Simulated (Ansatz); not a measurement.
PbO in the rocksalt structure was relaxed with r2SCAN, strained in 3 ways (changes of length per length), its atoms relaxed again with r2SCAN, and run with PBE in Ansatz 0.2.0. Values at 0 K without nuclear motion; spin polarisation is off, and the phase may be a hypothetical one.

Biaxial -5.36 % in x and y, z held. Input:
```yaml
crystal:
  lattice:
    - [0.0, 2.466808159, 2.6065174968]
    - [2.466808159, 0.0, 2.6065174968]
    - [2.466808159, 2.466808159, 0.0]
  atoms:
    - { symbol: Pb, position: [0.0, 0.0, 0.0] }
    - { symbol: O, position: [0.5, 0.5, 0.5] }
kpoints:
  mp_grid: { grid: [8, 8, 8] }
  band_path:
    path:
      - [0.0, 0.0, 0.0]
      - [0.5, 0.0, 0.5]
      - [0.625, 0.25, 0.625]
      - [0.375, 0.375, 0.75]
      - [0.5, 0.5, 0.5]
      - [0.5, 0.25, 0.75]
      - [0.5, 0.45, 0.55]
      - [0.107096, 0.114095, -0.448161]
      - [-0.097656, 0.006592, 0.459554]
    npoints: 1
hamiltonian:
  xc: pbe
scf:
  occupations: { method: fermi_dirac, width: 0.02 }
  n_extra_bands: 4
output:
  forces: true
  stress: true
  eigenvalues: true
  write_density: true
  write_potential: true
  elf: true
  volumetric_format: npy
```

Main results, then levels in eV from the Fermi energy at the points of the path (names of the unstrained zone, bands numbered from 0):
```
Crystal: 2 atoms, lattice volume = 31.722 Å³
Basis set: ecut = 420 eV, 609 PW (Γ)
Symmetry: 16 space group operations
Space group: I4/mmm (ITA 139)
k-points: 59 of 512
Free energy (F): -12472.937505 eV
Fermi energy:    12.811864 eV
--- Stress (GPa, compression-positive) ---
       20.904773       0.000000       0.000000
        0.000000      20.904773       0.000000
        0.000000       0.000000      10.383824
  P = ⅓ Tr σ = 17.3978 GPa (173.978 kbar)
```
```tsv
point	band_6	band_7	band_8	band_9	band_10	band_11	band_12
Γ	-7.880	-3.563	-3.563	-3.249	8.039	9.375	9.375
X	-6.746	-6.291	-4.868	-4.363	3.944	5.930	6.008
U	-7.861	-6.161	-3.998	-2.689	3.040	3.966	5.845
K	-8.035	-6.068	-3.862	-2.416	3.321	3.391	6.265
L	-9.561	-2.948	-2.822	-0.739	0.335	4.519	5.321
W	-7.778	-5.618	-5.557	-1.224	3.511	3.943	4.111
(1/2,0.450,0.550)	-9.465	-3.379	-2.969	-0.246	0.070	4.412	5.341
(0.107,0.114,-0.448)	-9.419	-3.674	-2.925	-0.013	-0.012	4.241	5.449
(-0.098,0.007,0.460)	-9.416	-3.500	-3.038	-0.094	-0.094	4.600	5.138
```

PBE gives no gap: the lowest nominally empty band dips 0.08 eV below the top of the last filled one (its bottom at k = (-0.098, 0.007, 0.460), the top at k = (0.107, 0.114, -0.448)), so the cell is a metal or semimetal at this level. The mean pressure at these positions is +17.40 GPa, compression counted positive.

Xy shear, engineering strain (angle) -4.99 %. These blocks change:
```yaml
crystal:
  lattice:
    - [-0.0650326115, 2.6065174968, 2.6065174968]
    - [2.6065174968, -0.0650326115, 2.6065174968]
    - [2.5414848853, 2.5414848853, 0.0]
  atoms:
    - { symbol: Pb, position: [0.0, 0.0, 0.0] }
    - { symbol: O, position: [0.5, 0.5, 0.5] }
kpoints:
  mp_grid: { grid: [8, 8, 8] }
  band_path:
    path:
      - [0.0, 0.0, 0.0]
      - [0.5, 0.0, 0.5]
      - [0.625, 0.25, 0.625]
      - [0.375, 0.375, 0.75]
      - [0.5, 0.5, 0.5]
      - [0.5, 0.25, 0.75]
      - [0.5, 0.45, 0.55]
      - [-0.08016, 0.461507, -0.049072]
      - [-0.088867, -0.018717, 0.461507]
    npoints: 1
output:
  forces: true
  stress: true
  eigenvalues: true
```

```
Crystal: 2 atoms, lattice volume = 35.395 Å³
Basis set: ecut = 420 eV, 701 PW (Γ)
Symmetry: 8 space group operations
Space group: Immm (ITA 71)
k-points: 95 of 512
Free energy (F): -12473.176218 eV
Fermi energy:    10.655632 eV
--- Stress (GPa, compression-positive) ---
        2.718421       1.492439       0.000000
        1.492439       2.718421       0.000000
        0.000000       0.000000       2.576910
  P = ⅓ Tr σ = 2.6713 GPa (26.713 kbar)
```
```tsv
point	band_6	band_7	band_8	band_9	band_10	band_11	band_12
Γ	-7.691	-2.757	-2.628	-2.482	8.035	8.066	8.342
X	-6.207	-5.571	-3.631	-3.631	3.756	6.150	6.174
U	-7.320	-5.032	-3.119	-2.226	3.179	3.862	5.684
K	-7.178	-5.021	-3.286	-2.289	3.149	3.867	5.439
L	-8.569	-2.276	-2.213	-0.434	0.220	4.538	4.694
W	-7.158	-4.626	-4.609	-1.135	3.580	3.998	4.081
(1/2,0.450,0.550)	-8.479	-2.659	-2.348	-0.069	0.036	4.516	4.696
(-0.080,0.462,-0.049)	-8.819	-2.479	-2.210	0.103	0.104	4.897	5.154
(-0.089,-0.019,0.462)	-8.492	-2.650	-2.305	-0.021	-0.021	4.508	4.727
```

With PBE the bands overlap by 0.12 eV (counted from 1, band 10 peaks at k = (-0.080, 0.462, -0.049) and band 11 bottoms out at k = (-0.089, -0.019, 0.462)): no gap. With the atoms held, the mean pressure is +2.67 GPa (compression positive).

Question: Epitaxial +0.35 % in the xy plane, free normal strain -0.23 % gives these blocks instead:
```yaml
crystal:
  lattice:
    - [0.0, 2.6156403081, 2.6005815094]
    - [2.6156403081, 0.0, 2.6005815094]
    - [2.6156403081, 2.6156403081, 0.0]
  atoms:
    - { symbol: Pb, position: [0.0, 0.0, 0.0] }
    - { symbol: O, position: [0.5, 0.5, 0.5] }
kpoints:
  mp_grid: { grid: [8, 8, 8] }
  band_path:
    path:
      - [0.0, 0.0, 0.0]
      - [0.5, 0.0, 0.5]
      - [0.625, 0.25, 0.625]
      - [0.375, 0.375, 0.75]
      - [0.5, 0.5, 0.5]
      - [0.5, 0.25, 0.75]
      - [0.5, 0.45, 0.55]
      - [-0.084635, -0.032471, 0.458333]
    npoints: 1
```
What comes out?

Answer:
```
Crystal: 2 atoms, lattice volume = 35.584 Å³
Basis set: ecut = 420 eV, 709 PW (Γ)
Symmetry: 16 space group operations
Space group: I4/mmm (ITA 139)
k-points: 59 of 512
Free energy (F): -12473.187131 eV
Fermi energy:    10.546656 eV
--- Stress (GPa, compression-positive) ---
        2.036336       0.000000       0.000000
        0.000000       2.036336       0.000000
        0.000000       0.000000       2.686180
  P = ⅓ Tr σ = 2.2530 GPa (22.530 kbar)
```
```tsv
point	band_6	band_7	band_8	band_9	band_10	band_11	band_12
Γ	-7.651	-2.602	-2.568	-2.568	8.106	8.106	8.232
X	-6.201	-5.512	-3.606	-3.556	3.816	6.123	6.199
U	-7.291	-4.980	-3.072	-2.193	3.261	3.842	5.682
K	-7.272	-4.990	-3.085	-2.218	3.241	3.902	5.636
L	-8.679	-2.173	-2.165	-0.279	0.263	4.801	4.878
W	-7.099	-4.583	-4.576	-1.117	3.663	3.996	4.058
(1/2,0.450,0.550)	-8.588	-2.591	-2.262	0.005	0.181	4.697	4.908
(-0.085,-0.032,0.458)	-8.613	-2.496	-2.232	0.072	0.072	4.723	4.898
```
PBE gives a gap of zero: filled and empty bands touch at k = (-0.085, -0.032, 0.458). The mean pressure is +2.25 GPa (compression positive), so PBE would enlarge the cell's volume.

Spin-orbit coupling is left out; in compounds of Pb, Bi, Tl or Hg it can lower a gap by up to about 1 eV, split its edges or invert the bands.
